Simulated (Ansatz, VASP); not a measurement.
# HfO2: VASP beside Ansatz, part 3 of 3

Aim: how closely do two programs agree when they are given the same cell, functional and k mesh? The structure shown is the end of the Ansatz relaxation below.

VASP 6.6.1 and Ansatz 0.2.0.

So far: The structure; Ansatz: relaxation, PBEsol; VASP: single point, PBEsol, pair 1; Comparison; Further runs.

## Step 7: VASP: single point, PBEsol, pair 2

Level of this step: PBEsol; plane waves and PAW (Hf_pv, O) (VASP).

The same cell, functional, mesh and smearing now go to VASP, with its own data sets.

Contents of INCAR:

```
SYSTEM = HfO2
PREC = Accurate
ENCUT = 600
EDIFF = 1E-06
NELM = 120
ISMEAR = -1
SIGMA = 0.02
LREAL = .FALSE.
ALGO = Normal
GGA = PS
NBANDS = 56
LASPH = .TRUE.
LORBIT = 11
LWAVE = .FALSE.
LCHARG = .FALSE.
ISIF = 2
GGA_COMPAT = .FALSE.
EFERMI = MIDGAP
KPAR = 2
```

Contents of POSCAR:

```
HfO2
1.0
    5.1263899459      0.0000000000      0.0000000000
    0.0000000000      4.8906547638      0.0000000000
    0.0000000000      0.0000000000      4.8654453793
Hf O
4 8
Direct
    0.9659111973      0.7298138648      0.7626485961
    0.0340888027      0.2701861352      0.2626485961
    0.4659111973      0.2701861352      0.7626485961
    0.5340888027      0.7298138648      0.2626485961
    0.6150395222      0.9092565820      0.8689937594
    0.3849604778      0.0907434180      0.3689937594
    0.1150395222      0.0907434180      0.8689937594
    0.8849604778      0.9092565820      0.3689937594
    0.7555308785      0.4495730084      0.0123576445
    0.2444691215      0.5504269916      0.5123576445
    0.2555308785      0.5504269916      0.0123576445
    0.7444691215      0.4495730084      0.5123576445
```

Contents of KPOINTS:

```
Automatic mesh
0
Gamma
6 6 6
0 0 0
```

Potentials, in the order of the species: Hf_pv and O (PBE family, release 64).

On the command line:

```console
mpirun -np 2 vasp_std
```

Numbers of over 12 decimals in the logs are rounded to 6 here.

The log of the run:

```text
[banner, memory and clock lines left out]
running    2 mpi-ranks, on    1 nodes
[...]
[... a notice as in an earlier step ...]

 LDA part: xc-table for (Slater+PW92), standard interpolation
 POSCAR, INCAR and KPOINTS ok, starting setup
[...]
entering main loop
       N       E                     dE             d eps       ncg     rms          rms(c)
DAV:   1     0.601388725173E+03    0.60139E+03   -0.55116E+04  7168   0.178E+03
DAV:   2    -0.109650885106E+03   -0.71104E+03   -0.68923E+03  8952   0.439E+02
DAV:   3    -0.145389886992E+03   -0.35739E+02   -0.35582E+02  8376   0.879E+01
DAV:   4    -0.145830996007E+03   -0.44111E+00   -0.44039E+00  8928   0.105E+01
[...]
DAV:  12    -0.126675219448E+03   -0.84264E-05   -0.48330E-05  8736   0.368E-02    0.199E-02
DAV:  13    -0.126675218619E+03    0.82947E-06   -0.10581E-05  8640   0.169E-02    0.507E-03
DAV:  14    -0.126675218466E+03    0.15321E-06   -0.10730E-06  5312   0.530E-03
   1 F= -.12667522E+03 E0= -.12667522E+03  d E =0.000000E+00
```

OUTCAR, selected parts (step 7):

```text
  Total       12.0948997     12.3304647     12.3500834      0.0000000      0.0000000      0.0000000
  in kB      158.8589206    161.9529195    162.2105978      0.0000000      0.0000000      0.0000000
  external PRESSURE =     161.0074793 kB  Pullay stress =       0.0000000 kB

 POSITION                                       TOTAL-FORCE (eV/Angst)
 -----------------------------------------------------------------------------------
      4.95164      3.56927      3.71063        -0.042055     -0.036114     -0.058017
      0.17475      1.32139      1.27790         0.042055      0.036114     -0.058017
      2.38844      1.32139      3.71063        -0.042055      0.036114     -0.058017
      2.73795      3.56927      1.27790         0.042055     -0.036114     -0.058017
      3.15293      4.44686      4.22804         0.056914      0.014162      0.033107
      1.97346      0.44379      1.79532        -0.056914     -0.014162      0.033107
      0.58974      0.44379      4.22804         0.056914     -0.014162      0.033107
      4.53665      4.44686      1.79532        -0.056914      0.014162      0.033107
      3.87315      2.19871      0.06013        -0.004299      0.041407      0.024909
      1.25324      2.69195      2.49285         0.004299     -0.041407      0.024909
      1.30995      2.69195      0.06013        -0.004299     -0.041407      0.024909
      3.81644      2.19871      2.49285         0.004299      0.041407      0.024909
 -----------------------------------------------------------------------------------
    total drift:                               -0.000000     -0.000000      0.000353

  FREE ENERGIE OF THE ION-ELECTRON SYSTEM (eV)
  ---------------------------------------------------
  free  energy   TOTEN  =      -126.6752184657 eV

  energy  without entropy=     -126.6752184657  energy(sigma->0) =     -126.67521847

[... 1 part as in an earlier step ...]

[... 2 further parts left out ...]
[key lines of the parts left out:]
E-fermi :   6.2744
```

The run ends at a pressure of 16.10 GPa, with forces up to 0.080 eV/Å.

## Step 8: Side by side

What differs besides the data sets and the points named for the pairs above, as far as they apply: the data sets hold 152 valence electrons in Ansatz (on its PAW soft_1 files) and 88 in VASP. Total energies have different zeros and are not compared.

Both answers:

```csv
quantity,Ansatz,VASP,difference
pressure (GPa),20.00,16.10,+3.90
gap on the k mesh (eV),4.612,4.599,+0.013
```

Forces on 7 of the 12 atoms, those with the largest forces and the largest differences (eV/Å; atoms numbered as in POSCAR):

```csv
atom,"Ansatz x, y, z","VASP x, y, z"
Hf1,"-0.001, 0.000, 0.000","-0.042, -0.036, -0.058"
Hf2,"0.001, 0.000, 0.000","0.042, 0.036, -0.058"
Hf3,"-0.001, 0.000, 0.000","-0.042, 0.036, -0.058"
Hf4,"0.001, 0.000, 0.000","0.042, -0.036, -0.058"
O5,"0.001, -0.002, 0.000","0.057, 0.014, 0.033"
O6,"-0.001, 0.002, 0.000","-0.057, -0.014, 0.033"
O7,"0.001, 0.002, 0.000","0.057, -0.014, 0.033"
```

The forces differ by 38 meV/Å r.m.s., where the r.m.s. force is 0.001 eV/Å in Ansatz and 0.038 eV/Å in VASP: the atoms lie near their places of rest in Ansatz, so a percentage would say little (all taken over all components). A gap on the mesh is an upper bound, since the band edges may lie between its points; neither run holds spin-orbit coupling, which can move the band edges of a compound of Hf.

## Step 9: Results

```
r.m.s. force difference (single point, PBEsol, pair 1)         : 27 meV/Å
difference in pressure (single point, PBEsol, pair 1)          : 3.3 GPa
difference in gap on the k mesh (single point, PBEsol, pair 1) : 0.042 eV
r.m.s. force difference (single point, PBEsol, pair 2)         : 38 meV/Å
difference in pressure (single point, PBEsol, pair 2)          : 3.9 GPa
```

**Reading.** The difference in pressure is 3.9 GPa (single point, PBEsol, pair 2), beyond the 1 GPa picked in this series as the mark of a large difference. The data sets hold unlike numbers of valence electrons (152 in Ansatz and 88 in VASP), so part of the differences comes from the potentials. By the marks of this series, far apart in the single point, PBEsol, pair 1 pair: the r.m.s. force difference, 27 meV/Å and the difference in pressure, 3.3 GPa. Single point, PBEsol, pair 1, VASP with the data sets Hf_sv and O: the difference in pressure goes from 3.3 to 2.3 GPa. By the marks of this series, far apart in the single point, PBEsol, pair 2 pair: the r.m.s. force difference, 38 meV/Å and the difference in pressure, 3.9 GPa. What causes the difference of the single point, PBEsol, pair 2 pair stays open here. How closely two codes agree says nothing of how well the functional describes the real material.

[Lines on the potential files, build, host, timing and source positions are cut from VASP's logs without a mark.]

[Logs are printed without paths, hosts, clocks, repeated set-up lines and the standing remarks that a program may print on its own settings, such as how far it seeks lower states.]

[Hosts, paths, dates, database ids (printed as entryN), source tags and the programs' standing remarks are cut or masked in the printed files.]
